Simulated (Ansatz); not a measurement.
# SiC: the cost of one run

Computed with Ansatz 0.2.0 (DFT PBE, scalar-relativistic, plane waves, PAW, unless a step's input says otherwise).

### 1 Starting point

The structure is hexagonal, space group P6_3mc (No. 186). Conventional cell: a = 3.076 Å, b = 3.076 Å, c = 5.048 Å, α = 90.00°, β = 90.00°, γ = 120.00°. Around Si (site symmetry 3m) lie 4 C at 1.87 to 1.94 Å. Around C (site symmetry 3m) lie 4 Si at 1.87 to 1.94 Å.

As a file:

```
CELL_PARAMETERS angstrom
3.07600 0.00000 0.00000
-1.53800 2.66389 0.00000
0.00000 0.00000 5.04800
ATOMIC_POSITIONS crystal
Si 0.33333 0.66667 0.00000
Si 0.66667 0.33333 0.50000
C 0.33333 0.66667 0.38500
C 0.66667 0.33333 0.88500
```

No relaxation comes first: the listed cell is the starting point.

### 2 The reference cell

The reference gives a free energy of -1774.2661 eV, pressure 3.70 GPa, largest force 0.753 eV/Å and gap on the mesh 2.33 eV. It was computed beforehand with the settings of the runs below.

### 3 The scan: a strain scan

The cell is strained by ε times the Voigt pattern (0, 0, 0, 0, 0, 1) (xx, yy, zz, yz, xz, xy; engineering shear), with fractional coordinates fixed (clamped ions). The stress on the pattern is the sum of the stress components weighted by it, tension positive.

### 4 Point ε = -0.0400

Input file input.yaml:

```yaml
crystal:
  lattice:
    - [3.0759982064, -0.0615199641, 0.0]
    - [-1.591276955, 2.6946525708, 0.0]
    - [0.0, 0.0, 5.048]
  atoms:
    - { symbol: Si, position: [0.3333333333, 0.6666666667, 0.0] }
    - { symbol: Si, position: [0.6666666667, 0.3333333333, 0.5] }
    - { symbol: C, position: [0.3333333333, 0.6666666667, 0.385] }
    - { symbol: C, position: [0.6666666667, 0.3333333333, 0.885] }
basis:
  ecutwfc: 420
kpoints:
  mp_grid: { grid: [12, 12, 6] }
hamiltonian:
  xc: pbe
scf:
  occupations: { method: gaussian, width: 0.05 }
output:
  forces: true
  stress: true
  eigenvalues: true
```

Run with:

```console
$ ansatz run input.yaml --threads 1 --pin off --max-ram 2560MiB --backend cpu --events-out ev --progress --plain --runs-dir out
```

Q: Estimate wall time and peak memory on 1 thread of Intel Xeon Platinum 8488C (Sapphire Rapids), shared host.

About 8.4 s, with a peak of 0.51 GiB.
